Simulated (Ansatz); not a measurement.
Smearing, entropy and the zero-width energy in CuO

Computed with Ansatz 0.2.0, DFT PBE, scalar-relativistic, plane waves, PAW.

```
CELL_PARAMETERS angstrom
2.34465 -1.71340 0.00000
2.34465 1.71340 0.00000
-0.86055 0.00000 5.05944
ATOMIC_POSITIONS crystal
Cu 0.00320 0.49680 0.00000
Cu 0.49680 0.00320 0.50000
O 0.57140 0.40560 0.25370
O 0.40560 0.57140 0.75370
```

```json
{
 "plane-wave cutoff": "420 eV",
 "Γ-centred k-mesh": "16×16×8",
 "spin treatment": "unpolarised"
}
```

The same metal under several smearings of width σ, on one mesh. F is the free energy, TS the smearing's entropy term for the cell of 4 atoms, and E = F + TS. Gaussian occupations are ½ erfc[(ε − μ)/σ], and N counts both spins.

```csv
rule,σ (eV),F − F(narrowest) (meV/atom),TS (meV/cell)
Fermi–Dirac,0.01,-0.074,0.732
Fermi–Dirac,0.02,-0.357,3.055
Fermi–Dirac,0.05,-2.304,18.136
Fermi–Dirac,0.5,-216.127,1682.743
Gaussian,0.01,0.000,0.090
Gaussian,0.05,-0.337,2.925
Gaussian,0.1,-1.420,11.297
Gaussian,0.2,-5.516,43.274
Gaussian,0.5,-34.665,277.975
```

Task: For a density of states N (both spins) that is flat over the smeared range, TS = Nσ²/2 (Gaussian) and (π²/3)Nσ² (Fermi–Dirac). What N does each run give?

Result:
```
       rule  σ (eV) N (states/eV a cell)
Fermi–Dirac    0.01                  2.23
Fermi–Dirac    0.02                  2.32
Fermi–Dirac    0.05                  2.21
Fermi–Dirac     0.5                  2.05
   Gaussian    0.01                  1.79
   Gaussian    0.05                  2.34
   Gaussian     0.1                  2.26
   Gaussian     0.2                  2.16
   Gaussian     0.5                  2.22
```

Equal entropy needs σ_Gauss = π√(2/3) σ_FD = 2.57 σ_FD, so a Fermi–Dirac width acts like a Gaussian one 2.57 times as large. At moderate widths N lies between 2.16 and 2.34, nearly constant, so the density of states is smooth near the Fermi level and the mesh resolves it. At the narrowest widths only the few mesh levels within σ of μ count, so N can scatter there.

Task: To second order F = E0 − TS/2 and E = E0 + TS/2. How well does E0 = (E + F)/2 undo the smearing?

Result:
```csv
rule,σ (eV),F − E0(narrowest) (meV/atom),(E + F)/2 − E0(narrowest) (meV/atom)
Fermi–Dirac,0.01,-0.08,0.01
Fermi–Dirac,0.02,-0.37,0.01
Fermi–Dirac,0.05,-2.32,-0.05
Fermi–Dirac,0.5,-216.14,-5.80
Gaussian,0.01,-0.01,0.00
Gaussian,0.05,-0.35,0.02
Gaussian,0.1,-1.43,-0.02
Gaussian,0.2,-5.53,-0.12
Gaussian,0.5,-34.68,0.07
```

At Gaussian 0.2 eV the free energy is off by -5.53 meV/atom and the mean by -0.12. What remains is of order σ⁴ plus the mesh error of the narrowest run, which is no exact reference. Forces and stress are derivatives of F, not of E0, so they keep the σ² error.

The finite density of states behind the quadratic entropy belongs to a metal, whereas real CuO is an antiferromagnetic charge-transfer insulator. Cu(II) is d⁹, with one hole per copper in a σ-antibonding Cu 3d–O 2p orbital. With equal spin populations imposed, these holes half-fill the antibonding bands and no local moments can form. Semilocal exchange-correlation also describes the on-site Cu 3d repulsion poorly, so allowing spin polarisation alone might not open the gap. N therefore characterises this constrained metallic state, not the carriers of the actual oxide; with a gap, the entropy would vanish exponentially at small Fermi–Dirac widths instead of quadratically.

Within the model metal, averaging E and F removes most of the smearing error, but the remainder does not grow steadily with Gaussian width: it is -0.12 meV/atom at 0.2 eV and 0.07 at 0.5 eV. The change of sign suggests that higher-order terms from the curvature of the density of states partly cancel, so the small value at the largest width is probably fortuitous. The broader Fermi–Dirac distribution at 0.5 eV samples more of that structure and leaves -5.80 meV/atom.
